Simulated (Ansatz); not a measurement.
# Si2Mo: the cost of one run

Computed with Ansatz 0.2.0 (DFT PBE, scalar-relativistic, unless a step's input says otherwise).

## (1) The system as given

Symmetry: I4/mmm, No. 139, tetragonal system. Conventional cell: a = 3.200 Å, b = 3.200 Å, c = 7.861 Å, α = 90.00°, β = 90.00°, γ = 90.00°. Around Si (site symmetry 4mm) lie 5 Si at 2.61 to 2.63 Å and 5 Mo at 2.62 Å. Mo (site symmetry 4/mmm) is surrounded by 10 Si at 2.62 Å.

Structure file:

```
Si Mo
1.0
    -1.60000    1.60000    3.93050
     1.60000   -1.60000    3.93050
     1.60000    1.60000   -3.93050
Si Mo
2 1
Direct
  0.33300 0.33300 0.00000
  0.66700 0.66700 0.00000
  0.00000 0.00000 0.00000
```

Atoms are numbered in the order of the input: Si1, Si2, Mo3.

## (2) The deformed structure

Space group I4/mmm before, I4/mmm after.

## (3) LAPW, all electrons

The input, input.yaml:

```yaml
crystal:
  lattice:
    - [-1.616, 1.616, 3.9305]
    - [1.616, -1.616, 3.9305]
    - [1.616, 1.616, -3.9305]
  atoms:
    - { symbol: Si, position: [0.333, 0.333, 0.0] }
    - { symbol: Si, position: [0.667, 0.667, 0.0] }
    - { symbol: Mo, position: [0.0, 0.0, 0.0] }
kpoints:
  mp_grid: { grid: [12, 12, 16] }
  band_path:
    path:
      - [0.0, 0.0, 0.0]
      - [0.0, 0.0, 0.5]
      - [0.25, 0.25, 0.25]
      - [0.0, 0.5, 0.0]
      - [0.0, 0.0, 0.0]
      - [0.5, 0.5, -0.5]
      - [0.2922597691, 0.7077402309, -0.2922597691]
      - [-0.2922597691, 0.2922597691, 0.2922597691]
      - [0.0, 0.0, 0.0]
    npoints: 5
scf:
  occupations: { method: fermi_dirac, width: 0.03 }
hamiltonian:
  xc: pbe
  pseudopotentials: { kind: all_electron, lapw: { basis_error: 0.001 } }
output:
  forces: true
  stress: true
  eigenvalues: true
```

Command:

```sh
$ ansatz run input.yaml --threads 1 --pin off --max-ram 6144MiB --backend cpu --events-out ev --progress --plain --runs-dir out
```

**Question.** How long does this run take on 1 thread of Intel Xeon 6975P-C (Granite Rapids), shared host, and how much memory does it need?

About 93 s, with a peak of 1.8 GiB.
